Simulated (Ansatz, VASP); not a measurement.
# One calculation of Rb, two programs

```xyz
2
Lattice="0.0000 3.4319 3.4319 3.4319 0.0000 3.4319 3.4319 3.4319 0.0000" Properties=species:S:1:pos:R:3 pbc="T T T"
Rb   -0.8580   -0.8580   -0.8580
Rb    0.8580    0.8580    0.8580
```

Alike in both runs: functional PBE; k mesh 9 × 9 × 9; occupations fermi-dirac, width 0.08 eV; no spin polarisation.

Ansatz relaxed the structure, and its values are those at the end. VASP's run is a single point on that final structure, the one shown.

|  | VASP | Ansatz |
| --- | --- | --- |
| version | VASP 6.6.1 | Ansatz 0.2.0 |
| potentials or method | VASP PAW PBE potentials, release 64 (Rb_sv), cutoff 520 eV | all-electron LAPW, scalar-relativistic |

Ansatz gave:

| Item | Value |
| --- | --- |
| pressure (GPa) | 10.0 |

Task: Which values does VASP return?

Result: Pressure (GPa): 10.1.

Ansatz ran all-electron here, so the differences hold the error of VASP's frozen core and of both bases.
